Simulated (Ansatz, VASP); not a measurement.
## TiAl: VASP beside Ansatz

```
Ti Al
1.0
     2.84753    0.00000    0.00000
    -1.42377    2.46604    0.00000
     0.00000    0.00000    4.61925
Ti Al
1 1
Direct
  0.00000 0.00000 0.00000
  0.33333 0.66667 0.50000
```

Alike in both runs: task single point; functional PBEsol; k mesh 6 × 6 × 4; occupations gaussian, width 0.1 eV; no spin polarisation.

```csv
,VASP,Ansatz
version,VASP 6.6.1,Ansatz 0.2.0
potentials or method,"VASP PAW PBE potentials, release 64 (Ti_sv, Al)","scalar-relativistic, plane waves, PAW"
plane-wave cutoff (eV),520,420
valence electrons in the cell,15,15
```

```tsv
	VASP	Ansatz	Ansatz less VASP
gap on the k mesh at the Fermi level (eV)	none	none	-
pressure (GPa)	0.0	-0.1	-0.01
largest component of the traceless stress (GPa)	0.31	0.21	-0.100
```

A gap of «none» marks a metal or a gap that the smearing closes. Ansatz warned: «pseudo_functional_mismatch».

Caveats: the k mesh is coarse (spacing up to 0.42 Å⁻¹), so the values aren't converged; the PAW data sets were made with another functional, which shifts forces and pressure a little (VASP).
